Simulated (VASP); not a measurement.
A run of VASP 6.6.1 is set up as follows.

Contents of INCAR:

```
PREC     = Normal         # precision mode
ENCUT    = 520            # plane-wave cutoff, eV
EDIFF    = 1E-4           # SCF threshold, eV
ISMEAR   = 0              # smearing method
SIGMA    = 0.15           # smearing width, eV
LREAL    = False          # projectors in reciprocal space
LASPH    = True           # aspherical terms in the spheres
NELM     = 60             # most SCF steps
ALGO     = Fast           # electronic algorithm
ISIF     = 3              # what is computed and relaxed
LWAVE    = False          # write WAVECAR
LCHARG   = False          # write CHGCAR
GGA      = PE             # functional
IBRION   = 2              # ionic algorithm
NSW      = 24             # ionic steps
EDIFFG   = -0.08          # ionic threshold
KPAR     = 2
```

KPOINTS

```
Automatic mesh
0
Gamma
  4 4 3
```

Contents of POSCAR:

```
HfSiO4
1.0
    4.0178699500      0.0000000000      0.0000000000
   -2.0089349800      3.4795774500      0.0000000000
    0.0000000000      0.0000000000      4.8610704900
Hf Si O
1 1 4
Direct
    0.0000000000      0.0000000000      0.0000000000
    0.0000000000      0.0000000000      0.5000000000
    0.3333333300      0.6666666700      0.7570581500
    0.3333333300      0.6666666700      0.2429418500
    0.6666666700      0.3333333300      0.2429418500
    0.6666666700      0.3333333300      0.7570581500
```

Potentials or basis: VASP PAW PBE potentials, release 64 (Hf_pv, Si, O).

Run with:

```sh
$ cat potpaw_PBE.64/Hf_pv/POTCAR potpaw_PBE.64/Si/POTCAR potpaw_PBE.64/O/POTCAR > POTCAR
$ mpirun -np 2 vasp_std > vasp.out
```

Q: What does it give for the band gap on the k mesh?

A: None (metal or under the smearing width).

Q: Estimate the relaxed volume.

A: 10.27 Å³/atom.

Stress tensor (GPa, compression positive):
```
0.42 0.00 0.00
0.00 0.42 0.00
0.00 0.00 0.53
```

Caveat: the k mesh is coarse (spacing up to 0.45 Å⁻¹), so the values aren't converged. The run has no spin-orbit coupling, so splittings on Hf are missing.
